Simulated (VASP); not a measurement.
A run of VASP 6.6.1 is set up as follows.

File INCAR:

```
  PREC = Accurate
  ENCUT = 500
  EDIFF = 1E-7
  ISMEAR = -1
  SIGMA = 0.1
  LREAL = False
  LASPH = True
  NELM = 60
  ALGO = Fast
  ISIF = 2
  LWAVE = False
  LCHARG = False
  GGA = B5
  ALDAX = 1.0
  AGGAX = 1.0
  AGGAC = 1.0
  ALDAC = 0.0
  IVDW = 13
  VDW_S6 = 1.0
  VDW_S8 = 2.34076671
  VDW_A1 = 0.44488865
  VDW_A2 = 4.0933009
  IBRION = 2
  NSW = 60
  EDIFFG = -0.02
```

Pb.cif

```cif
data_Pb
_cell_length_a 3.45535354
_cell_length_b 3.48042660
_cell_length_c 3.49615886
_cell_angle_alpha 118.97116414
_cell_angle_beta 119.50541532
_cell_angle_gamma 90.32144629
_space_group_name_H-M_alt 'P-1'
_space_group_name_Hall '-P 1'
_space_group_IT_number 2
loop_
_space_group_symop_operation_xyz
'x,y,z'
'-x,-y,-z'
loop_
_atom_site_label
_atom_site_type_symbol
_atom_site_symmetry_multiplicity
_atom_site_Wyckoff_symbol
_atom_site_fract_x
_atom_site_fract_y
_atom_site_fract_z
_atom_site_occupancy
Pb1 Pb 1 e 0.5000000000 0.5000000000 0.0000000000 1
```

Contents of KPOINTS:

```
Automatic mesh
0
Gamma
  9 9 10
```

The input POSCAR:

```
Pb
 1.0000000000000000
     3.4553535399999999    0.0000000000000000    0.0000000000000000
    -0.0195261214480932    3.4803718261945451    0.0000000000000000
    -1.7218785851991698   -1.7031192993818509    2.5214372021254223
 Pb 
   1
Cartesian
  1.7179137092759533  1.7401859130972726  0.0000000000000000
```

Potentials or basis: VASP PAW PBE potentials, release 64 (Pb).

Launch:

```console
$ ase convert -i cif -o vasp Pb.cif POSCAR
$ cat potpaw_PBE.64/Pb/POTCAR > POTCAR
$ mpirun -np 1 vasp_std > vasp.out
```

Problem. Predict the dispersion energy per atom.

Solution. -0.791 eV.

Problem. What does it give for the band gap on the k mesh?

Solution. None (metal or under the smearing width).

Final structure:
```
Pb
1.0
     3.45535    0.00000    0.00000
    -0.01953    3.48037    0.00000
    -1.72188   -1.70312    2.52144
Pb
1
Direct
  0.50000 0.50000 0.00000
```

Caveat: the relaxation stopped at its first step, so nothing moved. Spin-orbit coupling is left out, which matters for the levels of Pb.
